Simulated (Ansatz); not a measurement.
# Al2O3 (Pnnm) in Ansatz: relaxation of cell and atoms with PBEsol+D3(BJ)

Aim: the relaxation of cell and atoms of Al2O3 with PBEsol+D3(BJ).

Program: Ansatz 0.2.0. These are calculated values, not measurements. Logs are shortened: lines on timing, memory, paths and dates and some standing lists are left out, and cuts for length are marked.

## 1. The crystal as given

The structure is orthorhombic, space group Pnnm (No. 58). Conventional cell: a = 4.614 Å, b = 9.563 Å, c = 3.120 Å, α = 90.00°, β = 90.00°, γ = 90.00°. Al (site symmetry m) has 4 O at 1.68 to 1.82 Å as nearest neighbours. Around O (site symmetry 2/m) lie 2 Al at 1.68 Å. Around O (site symmetry m) lie 3 Al at 1.82 Å.

Measurements of this composition are mostly on another form, of space group No. 167.

## 2. Relaxation of cell and atoms, PBEsol+D3(BJ)

input.yaml reads:

```yaml
crystal:
  lattice:
    - [4.613777, 0.0, 0.0]
    - [0.0, 9.563279, 0.0]
    - [0.0, 0.0, 3.119862]
  atoms:
    - { symbol: Al, position: [0.982975, 0.824573, 0.0] }
    - { symbol: Al, position: [0.017025, 0.175427, 0.0] }
    - { symbol: Al, position: [0.482975, 0.675427, 0.5] }
    - { symbol: Al, position: [0.517025, 0.324573, 0.5] }
    - { symbol: O, position: [0.5, 0.5, 0.5] }
    - { symbol: O, position: [0.123635, 0.75305, 0.5] }
    - { symbol: O, position: [0.376365, 0.25305, 0.0] }
    - { symbol: O, position: [0.623635, 0.74695, 0.0] }
    - { symbol: O, position: [0.0, 0.0, 0.0] }
    - { symbol: O, position: [0.876365, 0.24695, 0.5] }
hamiltonian:
  xc: pbesol
  pseudopotentials: { kind: paw }
  dispersion: d3bj
kpoints:
  mp_grid: { grid: [5, 3, 7] }
scf:
  occupations: { method: fermi_dirac, width: 0.05 }
output:
  forces: true
  stress: true
  eigenvalues: true
relax:
  f_tol: 0.01
  max_steps: 40
  cell: { stress_tol: 0.05 }
```

Potentials or basis: Ansatz PAW.

Launch:

```bash
$ ansatz run input.yaml --threads 4 --pin off --max-ram 11264MiB --backend cpu --events-out ev --progress --plain --runs-dir out
```

Standard output:

```text
Warning: RAYON_NUM_THREADS=4 ignored (pool sized by the plan → 4); use --threads N
Engine: ansatz 0.2.0, x86_64-unknown-linux-gnu
Pseudopotentials: kind: paw
Pseudopotential: Al, paw, valence charge 3, recommended cutoff 420 eV (normal), Al.paw.azcp
Pseudopotential: O, paw, valence charge 6, recommended cutoff 420 eV (normal), O.paw.azcp
Functional definition: PBEsol
  exchange = pbesol_x
  correlation = pbesol_c
Crystal: 10 atoms, lattice volume = 137.657 Å³
Basis set: ecut = 420 eV, 2707 PW (Γ), exchange–correlation on 64×128×48 points (8 copies of the dense FFT grid, shifted against one another)
Bands: 34, of which v1, the nominal top of the filled ones, is band 24 counted from 1 (23 counted from 0)
Symmetry: 8 space group operations
Space group: Pnnm (ITA 58), of the structure as read, at distance tolerance 5.2e-5 Å
k-points: 24 of 105
Non-local potential: Al, projectors of the file, l = 0: 2, l = 1: 2, l = 2: 1
Non-local potential: O, projectors of the file, l = 0: 2, l = 1: 2, l = 2: 1
PAW form: soft (Blöchl's): semilocal exchange-correlation on the pseudo side does not see the compensation charge
PAW frozen core: Al, regenerated for the run's functional, and the local potential with it (the file was generated under x = pbe(κ = 0.804, μ = 0.2195149727645171), c = pbe(β = 0.06672455060314922))
PAW frozen core: O, regenerated for the run's functional, and the local potential with it (the file was generated under x = pbe(κ = 0.804, μ = 0.2195149727645171), c = pbe(β = 0.06672455060314922))
PAW one-centre angular grid: Al, 110 points (default); XC on 64 Gauss nodes
PAW one-centre angular grid: O, 110 points (default); XC on 64 Gauss nodes
Initial density: superposition of atomic densities (neutral atoms: chi_scale 0, normalization atom), corrected by the library's trained network
Initial wavefunctions: pseudopotential atomic-orbital guess
Functional: x = pbesol(κ = 0.804, μ = 0.12345679012345678), c = pbesol(β = 0.046)
SCF iter   1: F=—  HF=-5478.215604 eV  |F-HF|=—  |Δ(HF+E_count)|=         —  Δρ=1.15e-2  dr2=1.50e-1  ethr=1.77e-3  ⟨swp⟩=6.8  Hψ=4196  notcnv=0  defer=6
preconditioner: auto → Resta (q_TF=auto, 2.289 Å⁻¹)  ε∞=3.2  [insulator: Δε(μ)=3.324 eV  Ē_g=14.925 eV  σ=0.050 eV  W_gap=1.00  n_scr=22 (ndim 8)  ℏωp=21.9 eV  f_vac=0.149  D(μ)=0.00/eV (n_scr^D=0)  ε∞_Penn≈3.2]
SCF iter   2: F=—  HF=-5478.171978 eV  |F-HF|=—  |Δ(HF+E_count)|=   4.36e-2  Δρ=2.15e-3  dr2=3.00e-3  ethr=3.13e-4  ⟨swp⟩=2.3  Hψ=1602  notcnv=0  defer=76
SCF iter   3: F=—  HF=-5478.171901 eV  |F-HF|=—  |Δ(HF+E_count)|=   7.65e-5  Δρ=8.50e-4  dr2=8.98e-4  ethr=6.25e-6  ⟨swp⟩=2.0  Hψ=1187  notcnv=0  defer=76
SCF iter   4: F=—  HF=-5478.172668 eV  |F-HF|=—  |Δ(HF+E_count)|=   7.67e-4  Δρ=5.40e-4  dr2=3.68e-4  ethr=1.87e-6  ⟨swp⟩=2.3  Hψ=1272  notcnv=0  defer=76
SCF iter   5: F=—  HF=-5478.172756 eV  |F-HF|=—  |Δ(HF+E_count)|=   8.78e-5  Δρ=8.96e-5  dr2=2.24e-5  ethr=7.68e-7  ⟨swp⟩=2.1  Hψ=1119  notcnv=0  defer=76
SCF iter   6: F=—  HF=-5478.172179 eV  |F-HF|=—  |Δ(HF+E_count)|=   5.77e-4  Δρ=4.17e-5  dr2=1.56e-6  ethr=4.66e-8  ⟨swp⟩=2.0  Hψ=1231  notcnv=0  defer=76
SCF iter   7: F=-5478.172180 eV  HF=-5478.172180 eV  |F-HF|=8.74e-8  |Δ(HF+E_count)|=   1.18e-6  Δρ=5.19e-6  dr2=4.94e-8  ethr=2.08e-10  ⟨swp⟩=10.0  Hψ=4569  notcnv=0
SCF 1 converged in 7 iterations: F = -5478.172180 eV  dr2 = 4.94e-8
relax step   1: F+E_penalty+E_count = -5478.17218037 eV  Δ(F+E_penalty+E_count) = +0.000e0 eV  max|allowed force component| = 1.566e-1 eV/Å  Δτ_max = 0.0000 Å  P = -4.045 GPa  Ω = 137.657 Å³  (7 SCF iters, dr2 threshold 1.00e-7 eV, accepted)
Crystal: 10 atoms, lattice volume = 136.147 Å³
Basis set: ecut = 420 eV, 2653 PW (Γ), exchange–correlation on 64×128×48 points (8 copies of the dense FFT grid, shifted against one another)
Initial density: handed on by an earlier stage of this run
Initial wavefunctions: those handed on with the density
iter 1 solved again at ethr=5.03e-5 eV; its pass at ethr=3.10e-3 eV (dr2=2.41e-2 eV) is discarded
SCF iter   1: F=—  HF=-5478.264976 eV  |F-HF|=—  |Δ(HF+E_count)|=         —  Δρ=5.02e-3  dr2=2.50e-2  ethr=5.03e-5  ⟨swp⟩=1.9  Hψ=4215  notcnv=0
preconditioner: auto → Resta (q_TF=auto, 2.293 Å⁻¹)  ε∞=3.1  [insulator: Δε(μ)=3.478 eV  Ē_g=15.150 eV  σ=0.050 eV  W_gap=1.00  n_scr=22 (ndim 8)  ℏωp=22.0 eV  f_vac=0.144  D(μ)=0.00/eV (n_scr^D=0)  ε∞_Penn≈3.1]
SCF iter   2: F=—  HF=-5478.260206 eV  |F-HF|=—  |Δ(HF+E_count)|=   4.77e-3  Δρ=2.61e-3  dr2=6.24e-3  ethr=5.03e-5  ⟨swp⟩=2.2  Hψ=1326  notcnv=0
SCF iter   3: F=—  HF=-5478.259514 eV  |F-HF|=—  |Δ(HF+E_count)|=   6.92e-4  Δρ=1.06e-3  dr2=1.18e-3  ethr=1.30e-5  ⟨swp⟩=2.4  Hψ=1213  notcnv=0
SCF iter   4: F=—  HF=-5478.259311 eV  |F-HF|=—  |Δ(HF+E_count)|=   2.03e-4  Δρ=1.63e-4  dr2=2.66e-5  ethr=2.46e-6  ⟨swp⟩=2.0  Hψ=1150  notcnv=0
SCF iter   5: F=—  HF=-5478.258761 eV  |F-HF|=—  |Δ(HF+E_count)|=   5.50e-4  Δρ=8.31e-5  dr2=7.93e-6  ethr=5.53e-8  ⟨swp⟩=2.0  Hψ=1296  notcnv=0
SCF iter   6: F=—  HF=-5478.258761 eV  |F-HF|=—  |Δ(HF+E_count)|=   7.82e-9  Δρ=2.85e-5  dr2=1.18e-6  ethr=1.65e-8  ⟨swp⟩=2.0  Hψ=1296  notcnv=0
SCF iter   7: F=-5478.258762 eV  HF=-5478.258762 eV  |F-HF|=1.54e-7  |Δ(HF+E_count)|=   8.43e-7  Δρ=6.07e-6  dr2=9.41e-8  ethr=2.08e-9  ⟨swp⟩=7.2  Hψ=3618  notcnv=0
[... 206 lines left out ...]
SCF iter   3: F=—  HF=-5478.416144 eV  |F-HF|=—  |Δ(HF+E_count)|=   1.36e-8  Δρ=2.88e-6  dr2=1.58e-9  ethr=2.10e-11  ⟨swp⟩=2.4  Hψ=1246  notcnv=0
SCF iter   4: F=—  HF=-5478.416144 eV  |F-HF|=—  |Δ(HF+E_count)|=   4.33e-9  Δρ=4.69e-7  dr2=2.08e-10  ethr=3.30e-12  ⟨swp⟩=2.2  Hψ=1331  notcnv=0
SCF iter   5: F=-5478.416144 eV  HF=-5478.416144 eV  |F-HF|=2.18e-11  |Δ(HF+E_count)|=  4.55e-12  Δρ=1.37e-7  dr2=2.59e-11  ethr=1.00e-12  ⟨swp⟩=5.5  Hψ=2931  notcnv=0
SCF 19 converged in 5 iterations: F = -5478.416144 eV  dr2 = 2.59e-11
relax step  19: F+E_penalty+E_count = -5478.41614404 eV  Δ(F+E_penalty+E_count) = +6.543e-4 eV  max|allowed force component| = 6.437e-4 eV/Å  Δτ_max = 0.0000 Å  P = -0.008 GPa  Ω = 128.582 Å³  stress off target by 1.58e-2 GPa  SCF on the basis re-selected at this cell (its energy is not comparable with the rows above)  (5 SCF iters)
basis re-selected at this cell: Δ(F+E_penalty+E_count) = +6.543e-4 eV, ΔP = -0.003 GPa vs the last step (what re-selecting the basis moved, of the pressure what is left beyond the Pulay correction that the steps carried, after the strain that the cell walked since its last selection, with what the two solves' SCF thresholds leave and, on support functions, any second-order correction that the steps lacked; it is no measure of the basis error at this ecutwfc). This SCF's stress stands 1.58e-2 GPa from its target on what of the cell is left free (relax.cell.stress_tol is 5.00e-2 GPa) and its largest allowed force component is 6.44e-4 eV/Å (relax.f_tol is 1.00e-2 eV/Å): within both
SCF converged after 5 iterations
Free energy (F): -5478.416144 eV
Harris-Foulkes:  -5478.416144 eV  (|F-HF|=2.18e-11)
Internal energy: -5478.416144 eV  (E = F + TS)
E sigma→0 (E₀):  -5478.416144 eV
Fermi energy:    5.261736 eV
--- Per-component energies (eV) ---
  E_band       = -167.075989
  E_kinetic    = 1166.602340
  E_local      = -2873.613160  (includes V_loc(G=0)·N_el)
  E_nonlocal   = 331.073002
  E_hartree    = 1063.539567
  E_xc         = -599.233180
  E_vxc        = -683.161176  (∫ρ·V_xc dr)
  E_paw        = -2738.906584  (= ΣΔE_a)
  E_vpaw       = -235.071204  (= ΣTr[D̂ρ^β])
  E_aug_tail   = 0.015170  (compensation charges beyond the density's cutoff)
  E_ewald      = -1826.903756
  E_disp       = -1.277826  (pairwise vdW)
  E_core_change = 0.288284  (= ΣΔE_core)
  E_smearing   = -0.000000  (= −TS)
  E_closure    = 0.000000  (closes the sum)
  Σ components = -5478.416144   (vs F -5478.416144, Δ=0.00e0)
--- Forces (eV/Å), atoms counted from 1 ---
  atom   1  Al    -0.00024653     0.00064375     0.00000000
  atom   2  Al     0.00024653    -0.00064375     0.00000000
  atom   3  Al    -0.00024653    -0.00064375     0.00000000
  atom   4  Al     0.00024653     0.00064375     0.00000000
  atom   5  O      0.00000000     0.00000000     0.00000000
  atom   6  O     -0.00015909     0.00029399     0.00000000
  atom   7  O      0.00015909     0.00029399     0.00000000
  atom   8  O     -0.00015909    -0.00029399     0.00000000
  atom   9  O      0.00000000     0.00000000     0.00000000
  atom  10  O      0.00015909    -0.00029399     0.00000000
  max |Σ_I F_I| component: 1.08e-19 eV/Å
--- Stress (GPa, compression-positive) ---
       -0.015783       0.000000       0.000000
        0.000000      -0.008018       0.000000
        0.000000       0.000000      -0.000444
  P = ⅓ Tr σ = -0.0081 GPa (-0.081 kbar)
--- Band table (eV; the first three rows and the last of 24) ---
  k-point 0: bands = ["-15.6222", "-15.5351", "-14.3370", "-14.3130", "-13.0094", "-12.8648", "-3.5158", "-2.8087", "-1.0936", "-0.9788", "-0.5833", "-0.5536", "-0.5031", "-0.4954", "-0.2482", "0.4291", "0.4376", "1.0759", "1.5278", "1.6438", "2.1644", "2.8214", "3.3947", "3.4584", "6.9215", "8.7725", "9.4645", "9.9772", "10.2974", "11.5530", "13.1291", "13.6583", "14.4650", "14.5680"]
  k-point 1: bands = ["-15.4935", "-15.4124", "-14.3090", "-14.2922", "-12.9600", "-12.8217", "-3.3360", "-2.6568", "-1.1960", "-1.0690", "-1.0655", "-0.7203", "-0.6572", "-0.6137", "-0.1238", "-0.0844", "0.1957", "1.0743", "1.4543", "1.5940", "2.2643", "2.8379", "2.9253", "3.0892", "7.6735", "9.2365", "9.9789", "10.2763", "10.7804", "11.5904", "13.5328", "13.7075", "14.0817", "14.8962"]
  k-point 2: bands = ["-15.1519", "-15.0894", "-14.2864", "-14.2814", "-12.8393", "-12.7290", "-2.9170", "-2.2635", "-1.9314", "-1.8975", "-1.7729", "-1.3962", "-0.7037", "-0.6639", "-0.3402", "-0.0718", "0.1543", "1.0243", "1.2857", "1.4304", "2.1776", "2.4040", "2.4839", "2.8490", "9.2016", "9.8674", "10.3048", "10.9498", "11.4043", "11.5054", "13.6909", "13.9098", "14.5222", "15.0832"]
  k-point 23: bands = ["-14.5958", "-14.5846", "-14.4955", "-14.4893", "-12.6929", "-12.6859", "-3.3347", "-3.2747", "-3.0893", "-3.0321", "-0.9746", "-0.9498", "-0.7181", "-0.6096", "-0.2045", "-0.0791", "1.1514", "1.1891", "1.2998", "1.3748", "1.7835", "1.8141", "2.6187", "2.6537", "10.5702", "10.5998", "11.4024", "11.4998", "11.8695", "12.1202", "12.6766", "12.8454", "13.4188", "13.7277"]
--- Relaxed structure (16 steps of the walk, 15 accepted, 3 SCFs on fresh bases) ---
  F+E_penalty+E_count = -5478.41614404 eV   max|allowed force component| = 6.437e-4 eV/Å   (the final SCF, on the basis selected at the relaxed cell)
  cell:  # Å, volume = 128.5817 Å³
    - [4.504074842147463, 0.0, 0.0]
    - [0.0, 9.538046489422898, 0.0]
    - [0.0, 0.0, 2.9930506079451122]
  atoms:
    - { symbol: Al, position: [1.1252698740771232, 0.8346446278122576, 0.0] }
    - { symbol: Al, position: [-0.12526987407712337, 0.1653553721877424, 0.0] }
    - { symbol: Al, position: [0.6252698740771234, 0.6653553721877424, 0.5] }
    - { symbol: Al, position: [0.37473012592287663, 0.3346446278122576, 0.5] }
    - { symbol: O, position: [0.5, 0.5, 0.5] }
    - { symbol: O, position: [0.32068988345075766, 0.7882656056320017, 0.5] }
    - { symbol: O, position: [0.1793101165492422, 0.2882656056320016, 0.0] }
    - { symbol: O, position: [0.8206898834507579, 0.7117343943679982, 0.0] }
    - { symbol: O, position: [7.331760460366363e-19, 5.079037987634847e-19, 0.0] }
    - { symbol: O, position: [0.6793101165492421, 0.21173439436799837, 0.5] }
```

It took 39 s on 4 threads of Intel Xeon Platinum 8259CL at 2.50GHz (Skylake/Cascade Lake), shared host; peak memory 0.55 GiB.

Results:

* Free energy: -5478.4161 eV
* Relaxed volume: 12.86 Å³/atom
* Relaxed cell: a = 4.504 Å, b = 9.538 Å, c = 2.993 Å, α = 90.00°, β = 90.00°, γ = 90.00°
* Space group after relaxing (to 0.05 Å): Pnnm (No. 58)
* Energy gained by relaxing: 24.4 meV/atom
* Ionic steps: 18
* Pressure after relaxing: 0.0 GPa
* Band gap on the k mesh: 3.46 eV, direct

The path:
| step | energy change (eV) | largest force (eV/Å) | volume (Å³) |
| --- | --- | --- | --- |
| 1 | 0.0000 | 0.1732 | 137.66 |
| 2 | -0.0866 | 0.1147 | 136.15 |
| 3 | -0.1558 | 0.0852 | 134.63 |
| 4 | -0.1718 | 0.0545 | 134.87 |
| 5 | -0.1920 | 0.1742 | 136.26 |
| 6 | -0.2046 | 0.2285 | 135.99 |
| 7 | -0.2382 | 0.0449 | 133.51 |
| 8 | -0.2533 | 0.1061 | 131.41 |
| 9 | -0.2592 | 0.0273 | 130.41 |
| 10 | -0.2608 | 0.0089 | 130.07 |
| 11 | -0.2610 | 0.0007 | 130.01 |
| 12 | -0.2426 | 0.0006 | 130.01 |
| 13 | -0.2462 | 0.0059 | 129.24 |
| 14 | -0.2481 | 0.0054 | 128.78 |
| 15 | -0.2481 | 0.0009 | 128.78 |
| 16 | -0.2438 | 0.0010 | 128.78 |
| 17 | -0.2446 | 0.0006 | 128.58 |
| 18 | -0.2440 | 0.0007 | 128.58 |

Final structure:
```
Al O
1.0
     4.50407    0.00000    0.00000
     0.00000    9.53805    0.00000
     0.00000    0.00000    2.99305
Al O
4 6
Direct
  0.12527 0.83464 0.00000
  0.87473 0.16536 0.00000
  0.62527 0.66536 0.50000
  0.37473 0.33464 0.50000
  0.50000 0.50000 0.50000
  0.32069 0.78827 0.50000
  0.17931 0.28827 0.00000
  0.82069 0.71173 0.00000
  0.00000 0.00000 0.00000
  0.67931 0.21173 0.50000
```

Caveat: odd divisions of the mesh miss points on the zone boundary, where band edges often lie, so the gap on the mesh can be too wide; the plane-wave basis is chosen anew once the cell has moved, so the energies of steps on either side of that aren't comparable; the pressure holds a Pulay correction of +0.6 GPa for the finite cutoff; the PAW data sets come from PBE, with cores solved anew for the run's functional, which leaves a small shift of forces and pressure.
